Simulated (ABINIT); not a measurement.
Crystal: CsPbBr3.

```
Pb Cs Br
1.0
     5.87000    0.00000    0.00000
     0.00000    5.87000    0.00000
     0.00000    0.00000    5.87000
Pb Cs Br
1 1 3
Direct
  0.50000 0.50000 0.50000
  0.00000 0.00000 0.00000
  0.50000 0.50000 0.00000
  0.50000 0.00000 0.50000
  0.00000 0.50000 0.50000
```

Measurements of this composition are mostly on another form, of space group No. 62.

Base run:

| Property | Result |
| --- | --- |
| Program | ABINIT 10.8.3 (patched build) |
| Functional | PBE |
| Potentials or basis | JTH PAW PBE v2.0 |
| Cutoff | 599 eV |
| k mesh | 5 × 5 × 5 |
| Occupations | fermi-dirac, width 0.05 eV |
| Spin | no spin polarisation |

Its results: pressure 1.4 GPa.

Problem. The run is repeated on the same cell with these changes: functional from PBE to r2SCAN; cutoff from 599 eV to 707 eV; fine-grid cutoff from 1197.3 eV to 1306.15 eV. What comes out?

Solution. Pressure 0.8 GPa.

Caveats: the PAW data sets were made with another functional, which shifts forces and pressure a little (some runs).
